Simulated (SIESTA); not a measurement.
Si2W under changes of volume

One of the cells (13.479 Å³/atom); the others are scaled copies at fixed shape and fractional positions:

```
W Si
1.0
    -1.60690    1.60690    3.91495
     1.60690   -1.60690    3.91495
     1.60690    1.60690   -3.91495
W Si
1 2
Cartesian
  0.0000 0.0000 0.0000
  0.0000 0.0000 5.2092
  0.0000 0.0000 2.6207
```

```yaml
Program: SIESTA 5.4.2
Functional: LDA
Potentials_or_basis: PseudoDojo 0.4 standard (LDA files)
Basis: DZP (energy shift 0.003 Ry; two zetas on semicore shells)
Grid_cutoff: 800 Ry
Energy_shift: 0.003 Ry
k_mesh: 12 × 12 × 12
Occupations: fermi-dirac, width 0.05 eV
Spin: no spin polarisation
```

```tsv
volume (Å³/atom)	energy over the lowest point (meV/atom)	pressure (GPa)	largest force (eV/Å)
12.670	15.53	10.2	0.200
12.939	3.27	4.5	0.142
13.209	0.00	-0.5	0.085
13.479	?	?	?
13.748	16.71	-9.1	0.019
14.018	35.12	-12.7	0.068
14.287	59.32	-16.0	0.115
```

Question: What does the run at 13.479 Å³/atom give?

Answer: Energy over the lowest point 4.76 meV/atom; pressure -5.0 GPa; largest force 0.031 eV/Å.

Worked out: A Birch-Murnaghan fit of order 3 (a polynomial in V^(-2/3)) to the other rows has its minimum at 13.18 Å³/atom with B0 = V·E''(V) = 236 GPa and B' = 4.4 at fixed shape and positions, which overstates the stiffness. It gives 4.76 meV/atom at 13.479 Å³/atom, against the run's 4.76, and -dE/dV = -5.1 GPa, against -5.0.

Energies are extrapolated to zero smearing.

Caveats: short orbitals over semicore shells can move pressures by several GPa; the basis of atomic orbitals isn't converged, which shifts pressures, moduli and gaps.
